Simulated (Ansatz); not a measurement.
Zr: equation of state with LDA

Crystal: Zr.

```
Zr
1.0
     3.23200    0.00000    0.00000
    -1.61600    2.79899    0.00000
     0.00000    0.00000    5.14700
Zr
2
Direct
  0.66667 0.33333 0.75000
  0.33333 0.66667 0.25000
```

* Program: Ansatz 0.2.0
* Task: equation of state
* Functional: LDA
* Potentials or basis: Ansatz PAW
* Cutoff: 420 eV
* Density cutoff: 1680 eV
* k mesh: 9 × 9 × 5
* Occupations: fermi-dirac, width 0.05 eV
* Spin: no spin polarisation

| Property | Result |
| --- | --- |
| Equilibrium volume | 21.82 Å³/atom (rough: see the caveat) |
| Bulk modulus at fixed shape and positions | 105 GPa (rough) |

Energy against volume, from the lowest point:
| volume (Å³/atom) | energy (meV/atom) |
| --- | --- |
| 21.884 | 0.00 |
| 22.350 | 3.94 |
| 22.815 | 13.74 |
| 23.281 | 28.91 |
| 23.746 | 48.97 |
| 24.212 | 73.50 |
| 24.678 | 102.11 |

All runs of the series together: 16 s on 2 threads of AMD EPYC 7571 (shared host).

Caveat: the minimum lies outside the volumes run; the cell was scaled at fixed shape and fractional positions, which overstates the stiffness of a crystal with free parameters, most of all of layers and chains.
